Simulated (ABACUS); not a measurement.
Rh:

```
Rh
1.0
     0.00000    1.89785    1.89785
     1.89785    0.00000    1.89785
     1.89785    1.89785    0.00000
Rh
1
Direct
  0.00000 0.00000 0.00000
```

```yaml
Program: ABACUS 3.10.1
Task: single point
Functional: PBE
Potentials_or_basis: PseudoDojo NC SR 0.4.1 PBE standard
Cutoff: 1211 eV
Density_cutoff: 4844 eV
Basis: plane waves
k_mesh: 12 × 12 × 12
Occupations: fermi-dirac, width 0.05 eV
Spin: no spin polarisation
```

On this cell: pressure 7.7 GPa; band gap on the k mesh none (metal or under the smearing width).

The same run follows on a disturbed copy (cell strained at random at fixed volume):

```
Rh
1.0
    -0.03933    1.88309    1.96246
     1.90193    0.03281    1.89032
     1.92465    1.83367    0.01009
Rh
1
Direct
  0.00477 0.00350 0.99418
```

Problem. What changes?

Solution. The energy (extrapolated to zero smearing) moves by +43.3 meV/atom; pressure 9.0 GPa; band gap on the k mesh none (metal or under the smearing width).

Stress tensor (GPa, compression positive):
```
  4.04   2.04   5.57
  2.04  16.15 -10.14
  5.57 -10.14   6.81
```
